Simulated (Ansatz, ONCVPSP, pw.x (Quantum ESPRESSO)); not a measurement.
**pw.x on fcc Ru: one setting changed**

Potential: optimised norm-conserving Vanderbilt (ONCV), ONCVPSP 4.0.1.1 (patched build), PBEsol; core [Ar] 3d10, reference 4s2 4p6 4d7 5s0.5 5p0.5; waves: 4s+5s: rc 1.85 bohr, ncon 5, nbas 9, qcut 6.5 1/bohr, 3 projectors, debl 1 Ha; 4p+5p: rc 1.50 bohr, ncon 4, nbas 7, qcut 11.4 1/bohr, 2 projectors; 4d: rc 2.20 bohr, ncon 4, nbas 8, qcut 8.2 1/bohr, 1 projector; local part: polynomial inside 1.45 bohr (lpopt 5, dvloc0 -1 Ha); core correction: none.

The reference run (k-mesh 15³, cutoffs 105/420 Ry, Fermi–Dirac 0.01 Ry, mixing_beta 0.4, conv_thr 1e-9, no spin) gives 2.18 GPa at 13.350 Å³/atom, where all-electron LAPW gives 1.19 GPa. This run, with its own iteration cap, changes k-mesh points per axis to 20.

```
&control
  calculation='scf', prefix='x', pseudo_dir='./', outdir='./tmp', tstress=.true., disk_io='none'
/
&system
  ibrav=0, nat=1, ntyp=1, ecutwfc=105, ecutrho=420, nbnd=16,
  occupations='smearing', smearing='fd', degauss=0.01
/
&electrons
  conv_thr=1e-09, mixing_beta=0.4, electron_maxstep=50
/
ATOMIC_SPECIES
Ru 1.0 Ru.UPF
CELL_PARAMETERS angstrom
  0.00000000 1.88285593 1.88285593
  1.88285593 0.00000000 1.88285593
  1.88285593 1.88285593 0.00000000
ATOMIC_POSITIONS crystal
Ru 0.0000 0.0000 0.0000
K_POINTS automatic
20 20 20 0 0 0
```

```bash
pw.x < Ru.scf.in > Ru.scf.out
```

Problem. How does the run end?

Solution. It converges in 8 iterations; the free energy moves by +2.8 meV/atom and the pressure by +0.15 GPa.

```
Message from routine setup:
     using ibrav=0 with symmetry is DISCOURAGED, use correct ibrav instead
     lattice parameter (alat)  =       5.0319  a.u.
     unit-cell volume          =      90.0903 (a.u.)^3
     number of electrons       =        16.00
     number of Kohn-Sham states=           16
     kinetic-energy cutoff     =     105.0000  Ry
     charge density cutoff     =     420.0000  Ry
     scf convergence threshold =      1.0E-09
     Exchange-correlation= PBESOL
     number of k points=   256  Fermi-Dirac smearing, width (Ry)=  0.0100
     iteration #  1     ecut=   105.00 Ry     beta= 0.40
     total energy              =    -189.75393233 Ry
     estimated scf accuracy    <       0.19522245 Ry
     iteration #  2     ecut=   105.00 Ry     beta= 0.40
     total energy              =    -189.77848690 Ry
     estimated scf accuracy    <       0.00685551 Ry
     iteration #  3     ecut=   105.00 Ry     beta= 0.40
     total energy              =    -189.77909890 Ry
     estimated scf accuracy    <       0.00091870 Ry
     [... 2 iterations left out ...]
     iteration #  6     ecut=   105.00 Ry     beta= 0.40
     total energy              =    -189.77915619 Ry
     estimated scf accuracy    <       0.00000002 Ry
     iteration #  7     ecut=   105.00 Ry     beta= 0.40
     total energy              =    -189.77915619 Ry
     estimated scf accuracy    <       0.00000001 Ry
     iteration #  8     ecut=   105.00 Ry     beta= 0.40
     the Fermi energy is    24.0062 ev
!    total energy              =    -189.77915619 Ry
     estimated scf accuracy    <          6.0E-11 Ry
     smearing contrib. (-TS)   =      -0.00480529 Ry
     The total energy is F=E-TS. E is the sum of the following terms:
     one-electron contribution =     -32.65287472 Ry
     hartree contribution      =      27.78119547 Ry
     xc contribution           =     -19.96483746 Ry
     ewald contribution        =    -164.93783418 Ry
     convergence has been achieved in   8 iterations
          total   stress  (Ry/bohr**3)                   (kbar)     P=       23.32
     Message from routine punch:
     Nothing written, as per user request (disk_io='none')
```

The run took about 29 s on one core of a shared host (AMD EPYC 9R45 96-Core Processor, 96 threads, 376 GiB, load 26).
